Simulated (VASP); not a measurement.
# Si (I4_1/amd) in VASP: further runs

One crystal, Si, is run at these levels: PBE; tasks: single point.

All numbers are computed with VASP 6.6.1; they aren't measurements. Logs are shortened: lines on timing, memory, paths and dates and some standing lists are left out, and cuts for length are marked.

## Step 1: Starting point

Symmetry: I4_1/amd, No. 141, tetragonal system. Conventional cell: a = 4.743 Å, b = 4.743 Å, c = 2.659 Å, α = 90.00°, β = 90.00°, γ = 90.00°. Si (site symmetry -4m2) is surrounded by 6 Si at 2.46 to 2.66 Å.

This isn't the form of Si at room conditions, which is diamond.

## Step 2: Single point, PBE

The input, INCAR:

```
SYSTEM = Si
ADDGRID  = .False.      
ALGO     = Normal         ! electronic algorithm
EDIFF    = 1E-6           ! SCF threshold, eV
ENCUT    = 300            ! plane-wave cutoff, eV
GGA      = PE             ! functional
ISIF     = 2              ! what is computed and relaxed
ISMEAR   = 0              ! smearing method
LASPH    = .True.         ! aspherical terms in the spheres
LCHARG   = .False.        ! write CHGCAR
LREAL    = .False.        ! projectors in reciprocal space
LWAVE    = .False.        ! write WAVECAR
NELM     = 100            ! most SCF steps
PREC     = Accurate       ! precision mode
SIGMA    = 0.05           ! smearing width, eV
```

The input, KPOINTS:

```
k-points
0
Gamma
  4 4 4
  0 0 0
```

The input, POSCAR:

```
Si
1.0
   -2.3713723045      2.3713723045      1.3292653899
    2.3713723045     -2.3713723045      1.3292653899
    2.3713723045      2.3713723045     -1.3292653899
Si
2
Direct
    0.5000000000      0.5000000000      0.0000000000
    0.2500000000      0.7500000000      0.5000000000
```

Potentials or basis: VASP PAW PBE potentials, release 64 (Si).

Command:

```
$ cat potpaw_PBE.64/Si/POTCAR > POTCAR
$ mpirun -np 1 vasp_std > vasp.out
```

OUTCAR:

```text
SYSTEM = Si
   EDIFF = 1E-6
   ENCUT = 300
   GGA = PE
   ISIF = 2
   ISMEAR = 0
   LASPH = .True.
   LREAL = .False.
   NELM = 100
   PREC = Accurate

 Found     13 irreducible k-points:

 Following reciprocal coordinates:
            Coordinates               Weight
  0.000000  0.000000  0.000000      1.000000
  0.250000 -0.000000  0.000000      8.000000
  0.500000 -0.000000  0.000000      4.000000
  0.250000  0.250000  0.000000      8.000000
  0.500000  0.250000  0.000000     16.000000
 -0.250000  0.250000  0.000000      4.000000
   k-points           NKPTS =     13   k-points in BZ     NKDIM =     13   number of bands    NBANDS=      8
   number of dos      NEDOS =    301   number of ions     NIONS =      2
   total plane-waves  NPLWV =   8000
   dimension x,y,z NGX =    20 NGY =   20 NGZ =   20
   dimension x,y,z NGXF=    40 NGYF=   40 NGZF=   40
   ions per type =               2
   NGX,Y,Z   is equivalent  to a cutoff of   9.22,  9.22,  9.22 a.u.
   NGXF,Y,Z  is equivalent  to a cutoff of  18.43, 18.43, 18.43 a.u.
 SYSTEM =  Si
   PREC   = accura    normal or accurate (medium, high low for compatibility)
   ISTART =      0    job   : 0-new  1-cont  2-samecut
   ICHARG =      2    charge: 1-file 2-atom 10-const
   ISPIN  =      1    spin polarized calculation?
   LNONCOLLINEAR =      F non collinear calculations
   LSORBIT =      F    spin-orbit coupling
   LASPH  =      T    aspherical Exc in radial PAW
   ENCUT  =  300.0 eV  22.05 Ry    4.70 a.u.   5.09  5.09  5.09*2*pi/ulx,y,z
   NELM   =    100;   NELMIN=  2; NELMDL= -5     # of ELM steps
   EDIFF  = 0.1E-05   stopping-criterion for ELM
[... 18 lines left out ...]
     AMIX     =   0.40;   BMIX     =  1.00
     AMIX_MAG =   1.60;   BMIX_MAG =  1.00
  volume/ion in A,a.u.               =      14.95       100.89
  Fermi-wavevector in a.u.,A,eV,Ry     =   1.054908  1.993486 15.140973  1.112830
  Thomas-Fermi vector in A             =   2.190086
   LORBIT       =      0    0 simple, 1 ext, 2 COOP (PROOUT), +10 PAW based schemes
   GGA     = PE    functional components
[... 5 lines left out ...]
 non-spin polarized calculation
 Gauss-broadening in eV      SIGMA  =   0.05
  energy-cutoff  :      300.00
  volume of cell :       29.90
 maximum number of plane-waves:       361
   NGX = 11   NGY = 11   NGZ = 11

 number of electron       8.0000004 magnetization

 Free energy of the ion-electron system (eV)
  ---------------------------------------------------
  ext. energy  EPLUGINS =         0.00000000
  ---------------------------------------------------
  free energy    TOTEN  =       -10.19983347 eV

  energy without entropy =      -10.19700908  energy(sigma->0) =      -10.19842127

 E-fermi :   9.6966     XC(G=0): -10.9862

 val. band max:        9.3666908659   @ k =  -0.2500   0.2500   0.2500
 cond. band min:       9.7205415801   @ k =   0.2500  -0.0000   0.0000
 fundamental gap:      0.3538507142
 Fermi energy:         9.6966213639

 k-point     1 :       0.0000    0.0000    0.0000
  band No.  band energies     occupation
      1      -4.5126      2.00000
      2       6.9446      2.00000
      3       6.9446      2.00000
      4       7.6654      2.00000
      5      10.9529      0.00000
      6      16.9260      0.00000
      7      18.5373      0.00000
      8      18.5393      0.00000

 k-point     2 :       0.2500   -0.0000    0.0000
  band No.  band energies     occupation
      1      -2.8478      2.00000
      2       5.7865      2.00000
      3       6.7250      2.00000
      4       9.7205      0.49868
      5      11.9760      0.00000
      6      12.4809      0.00000
      7      13.5121      0.00000
      8      15.2247      0.00000

 k-point     3 :       0.5000   -0.0000    0.0000
  band No.  band energies     occupation
      1       1.6315      2.00000
      2       2.4964      2.00000
      3       7.2935      2.00000
      4       7.5498      2.00000
      5       7.9058      2.00000
      6      10.4527      0.00000
      7      14.0007      0.00000
      8      14.9363      0.00000

 k-point     4 :       0.2500    0.2500    0.0000
  band No.  band energies     occupation
      1       1.2112      2.00000
      2       4.2857      2.00000
      3       4.4674      2.00000
      4       7.1724      2.00000
      5      10.0025      0.00000
      6      11.1652      0.00000
      7      13.5692      0.00000
      8      14.5792      0.00000

 k-point     5 :       0.5000    0.2500    0.0000
  band No.  band energies     occupation
      1      -1.2748      2.00000
      2       1.8053      2.00000
      3       7.6460      2.00000
      4       8.6265      2.00000
      5      10.4961      0.00000
      6      12.4915      0.00000
      7      14.2827      0.00000
      8      16.7332      0.00000

 k-point     6 :      -0.2500    0.2500    0.0000
  band No.  band energies     occupation
      1      -3.7151      2.00000
      2       2.4920      2.00000
      3       7.6634      2.00000
      4       9.8294      0.00017
      5      13.2586      0.00000
      6      15.1678      0.00000
      7      15.6046      0.00000
      8      17.8926      0.00000

 [... further k-points ...]
[... 5 lines left out ...]
  --------------------------------------------------------------------------------------
  -------------------------------------------------------------------------------------
  Total       -0.2334468     -0.2334468      2.3024513      0.0000000      0.0000000     -0.0000000
  in kB      -12.5091340    -12.5091340    123.3757652      0.0000000      0.0000000     -0.0000000
  external PRESSURE =      32.7858324 kB  Pullay stress =       0.0000000 kB

 VOLUME and BASIS-vectors are now :
 -----------------------------------------------------------------------------
  energy-cutoff  :      300.00
  volume of cell :       29.90
      direct lattice vectors                 reciprocal lattice vectors
    -2.371372304  2.371372304  1.329265390     0.000000000  0.210848376  0.376147610
     2.371372304 -2.371372304  1.329265390     0.210848376  0.000000000  0.376147610
     2.371372304  2.371372304 -1.329265390     0.210848376  0.210848376  0.000000000

 POSITION                                       TOTAL-FORCE (eV/Angst)
 -----------------------------------------------------------------------------------
      0.00000      0.00000      1.32927        -0.000000     -0.000000     -0.000000
      2.37137     -0.00000      0.66463         0.000000      0.000000      0.000000
 -----------------------------------------------------------------------------------
    total drift:                                0.000000      0.000000      0.000000

  FREE ENERGIE OF THE ION-ELECTRON SYSTEM (eV)
  ---------------------------------------------------
  free  energy   TOTEN  =       -10.1998334655 eV

  energy  without entropy=      -10.1970090837  energy(sigma->0) =      -10.19842127
```

Run time: 2.6 s. Hardware: 1 thread of Intel Xeon Platinum 8488C (Sapphire Rapids), shared host; peak memory 0.11 GiB.

These settings aren't checked as converged: the numbers below hold their error.

Results:

```
Free energy            : -10.1998 eV
Pressure               : 3.3 GPa
Band gap on the k mesh : none (metal or under the smearing width)
```

Caveat: the k mesh is coarse (spacing up to 0.68 Å⁻¹), so the values aren't converged; the cutoff is under 1.25 times the usual one of these potentials, so pressure, stress and relaxed cells hold a basis-set (Pulay) error.

## Step 3: Single point, PBE

Changes to INCAR since step 2:

```diff
@@ -4,3 +4,3 @@
 EDIFF    = 1E-6           ! SCF threshold, eV
-ENCUT    = 300            ! plane-wave cutoff, eV
+ENCUT    = 550            ! plane-wave cutoff, eV
 GGA      = PE             ! functional
```

The input, KPOINTS:

```
k-points
0
Gamma
  3 3 3
  0 0 0
```

POSCAR is that of step 2.

Potentials or basis: VASP PAW PBE potentials, release 64 (Si).

Command:

```
$ cat potpaw_PBE.64/Si/POTCAR > POTCAR
$ mpirun -np 1 vasp_std > vasp.out
```

Run time: 3 s. Hardware: 1 thread of Intel Xeon Platinum 8488C (Sapphire Rapids), shared host; peak memory 0.14 GiB.

The run converged, but some of its settings lie outside the range that counts as converged, so its numbers aren't taken as properties of the crystal.

What came out:

| Quantity | Value |
| --- | --- |
| Free energy | -10.1537 eV |
| Pressure | 2.0 GPa |
| Band gap on the k mesh | none (metal or under the smearing width) |

Caveat: the k mesh is coarse (spacing up to 0.90 Å⁻¹), so the values aren't converged.

## Step 4: Single point, PBE

Changes to INCAR since step 3:

```diff
@@ -4,3 +4,3 @@
 EDIFF    = 1E-6           ! SCF threshold, eV
-ENCUT    = 550            ! plane-wave cutoff, eV
+ENCUT    = 700            ! plane-wave cutoff, eV
 GGA      = PE             ! functional
```

KPOINTS is that of step 3.

POSCAR is that of step 3.

Command:

```
$ cat potpaw_PBE.64/Si/POTCAR > POTCAR
$ mpirun -np 1 vasp_std > vasp.out
```

It took 3.4 s on 1 thread of Intel Xeon Platinum 8488C (Sapphire Rapids), shared host; peak memory 0.16 GiB.

The run converged, but some of its settings lie outside the range that counts as converged, so its numbers aren't taken as properties of the crystal.

What came out:

```
Free energy            : -10.1539 eV
Pressure               : 2.0 GPa
Band gap on the k mesh : none (metal or under the smearing width)
```

Caveat: the k mesh is coarse (spacing up to 0.90 Å⁻¹), so the values aren't converged.

## Step 5: Single point, PBE

Changes to INCAR since step 4:

```diff
@@ -4,3 +4,3 @@
 EDIFF    = 1E-6           ! SCF threshold, eV
-ENCUT    = 700            ! plane-wave cutoff, eV
+ENCUT    = 400            ! plane-wave cutoff, eV
 GGA      = PE             ! functional
```

The input, KPOINTS:

```
k-points
0
Gamma
  4 4 4
  0 0 0
```

POSCAR is that of step 4.

Command:

```
$ cat potpaw_PBE.64/Si/POTCAR > POTCAR
$ mpirun -np 1 vasp_std > vasp.out
```

Wall time 2.7 s (1 thread of Intel Xeon Platinum 8488C (Sapphire Rapids), shared host); peak memory 0.12 GiB.

The run converged, but some of its settings lie outside the range that counts as converged, so its numbers aren't taken as properties of the crystal.

Results:

```yaml
Free_energy: -10.2107 eV
Pressure: 3.5 GPa
Band_gap_on_the_k_mesh: none (metal or under the smearing width)
```

Caveat: the k mesh is coarse (spacing up to 0.68 Å⁻¹), so the values aren't converged.

## Step 6: Single point, PBE

Changes to INCAR since step 5:

```diff
@@ -4,3 +4,3 @@
 EDIFF    = 1E-6           ! SCF threshold, eV
-ENCUT    = 400            ! plane-wave cutoff, eV
+ENCUT    = 450            ! plane-wave cutoff, eV
 GGA      = PE             ! functional
```

KPOINTS is that of step 5.

POSCAR is that of step 5.

Potentials or basis: VASP PAW PBE potentials, release 64 (Si).

Command:

```
$ cat potpaw_PBE.64/Si/POTCAR > POTCAR
$ mpirun -np 1 vasp_std > vasp.out
```

OUTCAR:

```text
SYSTEM = Si
   EDIFF = 1E-6
   ENCUT = 450
   GGA = PE
   ISIF = 2
   ISMEAR = 0
   LASPH = .True.
   LREAL = .False.
   NELM = 100
   PREC = Accurate

 Found     13 irreducible k-points:

 Following reciprocal coordinates:
            Coordinates               Weight
  0.000000  0.000000  0.000000      1.000000
  0.250000 -0.000000  0.000000      8.000000
  0.500000 -0.000000  0.000000      4.000000
  0.250000  0.250000  0.000000      8.000000
  0.500000  0.250000  0.000000     16.000000
 -0.250000  0.250000  0.000000      4.000000
   k-points           NKPTS =     13   k-points in BZ     NKDIM =     13   number of bands    NBANDS=      8
   number of dos      NEDOS =    301   number of ions     NIONS =      2
   total plane-waves  NPLWV =  21952
   dimension x,y,z NGX =    28 NGY =   28 NGZ =   28
   dimension x,y,z NGXF=    56 NGYF=   56 NGZF=   56
   ions per type =               2
   NGX,Y,Z   is equivalent  to a cutoff of  12.90, 12.90, 12.90 a.u.
   NGXF,Y,Z  is equivalent  to a cutoff of  25.81, 25.81, 25.81 a.u.
 SYSTEM =  Si
   PREC   = accura    normal or accurate (medium, high low for compatibility)
   ISTART =      0    job   : 0-new  1-cont  2-samecut
   ICHARG =      2    charge: 1-file 2-atom 10-const
   ISPIN  =      1    spin polarized calculation?
   LNONCOLLINEAR =      F non collinear calculations
   LSORBIT =      F    spin-orbit coupling
[... 55 lines left out ...]
 val. band max:        9.3619427826   @ k =  -0.2500   0.2500   0.2500
 cond. band min:       9.7155587695   @ k =   0.2500  -0.0000   0.0000
 fundamental gap:      0.3536159869
 Fermi energy:         9.6916366840

 k-point     1 :       0.0000    0.0000    0.0000
  band No.  band energies     occupation
      1      -4.5128      2.00000
      2       6.9438      2.00000
      3       6.9438      2.00000
      4       7.6622      2.00000
      5      10.9425      0.00000
      6      16.9082      0.00000
      7      18.5334      0.00000
      8      18.5358      0.00000
[... 45 lines left out ...]
 k-point     6 :      -0.2500    0.2500    0.0000
  band No.  band energies     occupation
      1      -3.7152      2.00000
      2       2.4910      2.00000
      3       7.6620      2.00000
      4       9.8243      0.00018
      5      13.2514      0.00000
      6      15.1540      0.00000
      7      15.5969      0.00000
      8      17.8907      0.00000

 [... further k-points ...]
[... 5 lines left out ...]
  --------------------------------------------------------------------------------------
  -------------------------------------------------------------------------------------
  Total       -0.2014208     -0.2014208      2.3424436      0.0000000      0.0000000      0.0000000
  in kB      -10.7930374    -10.7930374    125.5187335      0.0000000      0.0000000      0.0000000
  external PRESSURE =      34.6442195 kB  Pullay stress =       0.0000000 kB

 VOLUME and BASIS-vectors are now :
 -----------------------------------------------------------------------------
  energy-cutoff  :      450.00
  volume of cell :       29.90
      direct lattice vectors                 reciprocal lattice vectors
    -2.371372304  2.371372304  1.329265390     0.000000000  0.210848376  0.376147610
     2.371372304 -2.371372304  1.329265390     0.210848376  0.000000000  0.376147610
     2.371372304  2.371372304 -1.329265390     0.210848376  0.210848376  0.000000000

 POSITION                                       TOTAL-FORCE (eV/Angst)
 -----------------------------------------------------------------------------------
      0.00000      0.00000      1.32927         0.000000      0.000000     -0.000000
      2.37137     -0.00000      0.66463        -0.000000     -0.000000      0.000000
 -----------------------------------------------------------------------------------
    total drift:                                0.000000      0.000000      0.000000

  FREE ENERGIE OF THE ION-ELECTRON SYSTEM (eV)
  ---------------------------------------------------
  free  energy   TOTEN  =       -10.2112357109 eV

  energy  without entropy=      -10.2084109780  energy(sigma->0) =      -10.20982334
```

stdout:

```text
POSCAR found type information on POSCAR Si
 POSCAR found :  1 types and       2 ions
 scaLAPACK will be used
 LDA part: xc-table for (Slater+PW92), standard interpolation
 POSCAR, INCAR and KPOINTS ok, starting setup
 FFT: planning ... GRIDC
 FFT: planning ... GRID_SOFT
 FFT: planning ... GRID
 WAVECAR not read
 entering main loop
```

It took 3.8 s on 1 thread of Intel Xeon Platinum 8488C (Sapphire Rapids), shared host; peak memory 0.14 GiB.

These settings aren't checked as converged: the numbers below hold their error.

Results:

```yaml
Free_energy: -10.2112 eV
Pressure: 3.5 GPa
Band_gap_on_the_k_mesh: none (metal or under the smearing width)
```

Caveat: the k mesh is coarse (spacing up to 0.68 Å⁻¹), so the values aren't converged.

## Step 7: The reference run

An earlier run on the cell as given: functional PBE; potentials or basis VASP PAW PBE potentials, release 64 (Si); cutoff 520 eV; k mesh 11 × 11 × 11; occupations fermi-dirac, width 0.05 eV; no spin polarisation.

* Pressure: 3.1 GPa
* Band gap on the k mesh: none (metal or under the smearing width)
